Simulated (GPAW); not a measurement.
# Sb (I4/mcm) in GPAW: single point with LDA

Aim: the single point of Sb with LDA.

Everything below comes from runs of GPAW 26.7.0. Logs are shortened: lines on timing, memory, paths and dates and some standing lists are left out, and cuts for length are marked. The log counts tension as positive stress, the text compression.

## Step 1: The crystal as given

Symmetry: I4/mcm, No. 140, tetragonal system. Conventional cell: a = 8.060 Å, b = 8.060 Å, c = 4.051 Å, α = 90.00°, β = 90.00°, γ = 90.00°. Sb (site symmetry m2m) has 7 Sb at 3.03 to 3.45 Å as nearest neighbours.

This isn't the form of Sb at room conditions, which is rhombohedral.

## Step 2: Single point, LDA

run.py reads:

```python
from ase import Atoms
from ase.dft.bandgap import bandgap
from ase.io import write
from ase.units import GPa
from gpaw import GPAW, PW

atoms = Atoms(['Sb', 'Sb', 'Sb', 'Sb'],
              cell=[[-4.0300106443, 4.0300106443, 2.0254867038],
                    [4.0300106443, -4.0300106443, 2.0254867038],
                    [4.0300106443, 4.0300106443, -2.0254867038]],
              scaled_positions=[[0.65126306, 0.15126306, 0.80252612],
                                [0.15126306, 0.34873694, 0.5],
                                [0.34873694, 0.84873694, 0.19747388],
                                [0.84873694, 0.65126306, 0.5]],
              pbc=True)

calc = GPAW(mode=PW(450),
            xc='LDA',
            kpts={'size': (6, 6, 6), 'gamma': True},
            occupations={'name': 'fermi-dirac', 'width': 0.05},
            nbands=46,
            maxiter=120,
            txt='gpaw.txt')
atoms.calc = calc
energy = atoms.get_potential_energy()
forces = atoms.get_forces()
stress = atoms.get_stress()
calc.write('gs.gpw')
write('result.traj', atoms)
print(f'Energy: {energy:.6f} eV')
print('Forces (eV/A):')
print(forces.round(4))
print('Stress (GPa):', (stress / GPa).round(3))
print('Fermi level:', round(calc.get_fermi_level(), 4), 'eV')
print(f'Gap: {bandgap(calc)[0]:.4f} eV, direct: {bandgap(calc, direct=True)[0]:.4f} eV')
```

Potentials or basis: the program's PAW data sets (release 1.2.1) made for this functional, pw.

Launch:

```sh
$ OMP_NUM_THREADS=1 python run.py
```

gpaw.txt:

```text
__  _  _
 | _ |_)|_||  |
 |__||  | ||/\| - 26.7.0

Input parameters:
  mode=PW(ecut=450.00000000000006),
  kpts=MonkhorstPack(size=(6, 6, 6), gamma=True),
  maxiter=120,
  nbands=46,
  occupations=Occupations(name='fermi-dirac', width=0.05),
  xc=XC(name='LDA')

Diagonalizing LCAO Hamiltonian
Converting LCAO to pw mode

         Sb
           Sb
           Sb
             Sb

Atoms  # Å, Bohr magnetons
|   | symbol |        x |         y |         z |    initial magnetic moments |
|---|--------|----------|-----------|-----------|-----------------------------|
| 0 |     Sb | 1.219183 |  5.249194 | -0.000000 | ( 0.0000,  0.0000,  0.0000) |
| 1 |     Sb | 2.810827 |  1.219183 |  0.000000 | ( 0.0000,  0.0000,  0.0000) |
| 2 |     Sb | 2.810827 | -1.219183 |  2.025487 | ( 0.0000,  0.0000,  0.0000) |
| 3 |     Sb | 1.219183 |  2.810827 |  2.025487 | ( 0.0000,  0.0000,  0.0000) |

Unit cell  # Å
| periodic |         x |         y |         z |  lengths |     angles |
|----------|-----------|-----------|-----------|----------|------------|
|      yes | -4.030011 |  4.030011 |  2.025487 | 6.048518 |  96.438697 |
|      yes |  4.030011 | -4.030011 |  2.025487 | 6.048518 |  96.438697 |
|      yes |  4.030011 |  4.030011 | -2.025487 | 6.048518 | 140.870341 |

Number of symmetries: 8
Symmetry operations  # r_c * U_cc + t_c -> r_c
|   | kind |            matrix            |
|---|------|------------------------------|
| 0 |  C4  |  1, 1, 1,  0, 0,-1, -1, 0, 0 |
| 1 |  E   |  1, 0, 0,  0, 1, 0,  0, 0, 1 |
| 2 |  C2  |  0, 1, 0,  1, 0, 0, -1,-1,-1 |
| 3 |  S4  |  0, 0, 1, -1,-1,-1,  0, 1, 0 |
| 4 |  C4  |  0, 0,-1,  1, 1, 1,  0,-1, 0 |
| 5 |  σ   |  0,-1, 0, -1, 0, 0,  1, 1, 1 |
| 6 |  i   | -1, 0, 0,  0,-1, 0,  0, 0,-1 |
| 7 |  S4  | -1,-1,-1,  0, 0, 1,  1, 0, 0 |

BZ-sampling:
  Number of BZ points: 216
  Number of IBZ points: 36

  Monkhorst-Pack size: [6, 6, 6]
  Monkhorst-Pack shift: [0.08333333333333333, 0.08333333333333333, 0.08333333333333333]

K-points  # in reciprocal-cell coordinates
|     |                                coordinates |     weight |
|-----|--------------------------------------------|------------|
|   0 | (  0.00000000,   0.00000000,   0.00000000) | 0.00462963 |
|   1 | (  0.16666667,  -0.16666667,   0.00000000) | 0.01851852 |
|   2 | (  0.16666667,  -0.16666667,   0.16666667) | 0.01851852 |
|   3 | (  0.16666667,   0.00000000,   0.00000000) | 0.03703704 |
|   4 | (  0.16666667,   0.16666667,  -0.16666667) | 0.00925926 |
|   5 | (  0.33333333,  -0.33333333,  -0.16666667) | 0.01851852 |
|   6 | (  0.33333333,  -0.33333333,   0.00000000) | 0.01851852 |
|   7 | (  0.33333333,  -0.33333333,   0.16666667) | 0.01851852 |
|   8 | (  0.33333333,  -0.33333333,   0.33333333) | 0.01851852 |
|   9 | (  0.33333333,  -0.16666667,  -0.16666667) | 0.03703704 |
| ... |                                            |            |
|  35 | (  0.50000000,   0.50000000,   0.50000000) | 0.00462963 |

Plane wave coefficients: 2872
Cutoff: 450.00000000000006 eV

Spin-components: 1 (collinear spins)
Bands:           46
Projectors:      24
Spin-degeneracy: 2
Datatype:        complex128

Parallelization:
  kpt:    1
  domain: 1
  band:   1

Density:
  Valence electrons: 60.0
  Components: 1
  Grid points: [30 30 30]
  Charge: 0.0  # |e|

Potential:
  Grid points: [30 30 30]

species:
  Sb:
    name:    Antimony
    Z:       51.0
    valence: 15
    core:    36
    charge:  0.0  # [|e|]
    compensation charges:
      type: gauss
      rc: 0.36  # [Å]
      lmax: 2
    cutoffs:
      filter: 2.23  # [Å]
      core: 2.23  # [Å]
    projectors
    | kind |    occ | energy [eV] | rcut [Å] |
    |------|--------|-------------|----------|
    |   5s |  2.000 |     -13.069 |    1.154 |
    |   5p |  3.000 |      -4.994 |    1.233 |
    |   4d | 10.000 |     -33.564 |    1.196 |
    |    s |        |      14.142 |    1.154 |
    |    p |        |      22.217 |    1.233 |
    |    d |        |      -6.353 |    1.196 |

    Using partial waves for Sb as LCAO basis

Reference energy: -704529.745224  # eV

eigensolver:
  PPCG
  Converge bands: occupied
  niter=2

density mixing:
  MSR1-Mixer
  Pratt-step length: 0.05
  Maximum mixing coefficient: 0.75
  Old densities: 10
  SVD Regularization: 0.005
  Good broyden scale: 1.0
  Trust region scale: 1.0
  Backstep threshold: 4.0
  History deletion threshold: 6.0
  Fourier metric: weight=20.0, sigma=0.015

occupation numbers:
  Fermi-Dirac:
    width: 0.0500  # eV

poisson solver:
  ecut: 3600.0000000000005  # eV

xc functional:
  name: None

convergence criteria:
- Maximum [total energy] change in last 3 cyles: 0.0005 eV / valence electron
- Maximum integral of absolute [dens]ity change: 0.0001 electrons / valence electron
- Maximum integral of absolute [eigenst]ate change: 4e-08 eV^2 / valence electron
maximum number of iterations: 120

SCF iterations
|iter     | |      energy | eigst |  dens |
|---------|-|-------------|-------|-------|
|iter:   1| |  -18.889593 | +0.55 |       |
|iter:   2| |  -19.094170 | -1.09 | -1.78 |
|iter:   3| |  -22.617236 | -0.20 | -1.79 |
|iter:   4| |  -19.119291 | -0.36 | -1.09 |
|iter:   5| |  -19.054756 | -1.51 | -1.88 |
|iter:   6| |  -19.054731 | -2.99 | -2.54 |
|iter:   7| |  -19.053723c| -4.08 | -2.69 |
|iter:   8| |  -19.053748c| -4.83 | -3.58 |
|iter:   9| |  -19.053744c| -6.43 | -4.25c|
|iter:  10| |  -19.053744c| -7.19 | -4.80c|
|iter:  11| |  -19.053744c| -7.90c| -5.48c|

Converged in 11 steps
Energy contributions relative to reference atoms: (reference = -704529.745224)

Energy contributions:
  Kinetic:          -3.545667
  Coulomb:           0.999258
  Zero:              0.797479
  External:          0.000000
  Xc:              -17.289151
  Entropy:          -0.031324
  Spinorbit:         0.000000
  ----------------------------
  Free energy:     -19.069406
  Extrapolated:    -19.053744

dipole moment: (-0.000002, -0.000002, -0.000001)  # |e|*Ang

Fermi level: 5.529
Eigenvalues  # (at kpt = [0.000, 0.000, 0.000])
| band index |      eig [eV] | occ [0-2] |
|------------|---------------|-----------|
|          0 |       -23.571 |     2.000 |
|        ... |               |           |
|         24 |         0.720 |     2.000 |
|         25 |         3.929 |     2.000 |
|         26 |         4.318 |     2.000 |
|         27 |         4.318 |     2.000 |
|         28 |         4.473 |     2.000 |
|         29 |         4.541 |     2.000 |
[... 8 lines left out ...]
|         38 |        12.574 |     0.000 |
|         39 |        12.574 |     0.000 |
|        ... |               |           |
|         45 |        17.087 |     0.000 |

No gap
No difference between direct/indirect transitions

Forces  # eV/Ang
|        x |        y |       z |
|----------|----------|---------|
| -0.07167 | -0.07166 | 0.00000 |  # Sb   0
|  0.07166 | -0.07167 | 0.00000 |  # Sb   1
|  0.07167 |  0.07166 | 0.00000 |  # Sb   2
| -0.07166 |  0.07167 | 0.00000 |  # Sb   3

Stress tensor  # eV/Ang^3
|         x |         y |         z |
|-----------|-----------|-----------|
|  0.020370 | -0.000000 |  0.000000 |
| -0.000000 |  0.020370 | -0.000000 |
|  0.000000 | -0.000000 |  0.021182 |

# Writing to gs.gpw (mode='')
```

stdout:

```text
<dir> UserWarning: The angles between your unit-cell vectors are 96.4, 96.4 and 140.9 degrees.  Results may be wrong!  Please Niggli-reduce your unit-cell so that the angles are closer to 90 degrees:

  from ase.build import niggli_reduce
  niggli_reduce(atoms)

  warnings.warn(
Energy: -19.053744 eV
Forces (eV/A):
[[-0.0717 -0.0717  0.    ]
 [ 0.0717 -0.0717  0.    ]
 [ 0.0717  0.0717  0.    ]
 [-0.0717  0.0717  0.    ]]
Stress (GPa): [ 3.264  3.264  3.394 -0.     0.    -0.   ]
Fermi level: 5.5288 eV
Gap: 0.0000 eV, direct: 0.0000 eV
```

It took 1.7 min on 1 thread of Arm Neoverse V2, shared host; peak memory 0.25 GiB.

What came out:

```yaml
Free_energy: -19.0694 eV
Pressure: -3.3 GPa
Largest_force: 0.101 eV/Å
Band_gap_on_the_k_mesh: none (metal or under the smearing width)
```

Forces in eV/Å, atoms in the order of the input:
```
Sb  -0.072 -0.072  0.000
Sb   0.072 -0.072  0.000
Sb   0.072  0.072  0.000
Sb  -0.072  0.072  0.000
```

Stress tensor (GPa, compression positive):
```
-3.26  0.00  0.00
 0.00 -3.26  0.00
 0.00  0.00 -3.39
```

Levels at points of the mesh, in eV from the Fermi level:
| k point | band 26 | band 27 | band 28 | band 29 | band 30 | band 31 | band 32 | band 33 | band 34 | band 35 |
| --- | --- | --- | --- | --- | --- | --- | --- | --- | --- | --- |
| (0.00, 0.00, 0.00) | -1.60 | -1.21 | -1.21 | -1.06 | -0.99 | -0.99 | -0.44 | 2.59 | 2.59 | 3.17 |
| (0.50, 0.00, 0.50) | -4.98 | -2.31 | -2.31 | -1.13 | -1.13 | -0.49 | -0.49 | 2.56 | 2.56 | 4.49 |
| (0.50, 0.50, 0.00) | -2.61 | -2.36 | -2.26 | -1.02 | 0.06 | 0.15 | 1.95 | 1.96 | 2.87 | 3.14 |
| (0.50, 0.50, 0.50) | -2.90 | -1.38 | -1.38 | 0.04 | 0.72 | 1.72 | 1.90 | 1.90 | 1.95 | 1.95 |

Caveat: the cutoff is short for stress and forces, so pressures can be off by a GPa or more; the program warned that so skewed a cell can give wrong results.
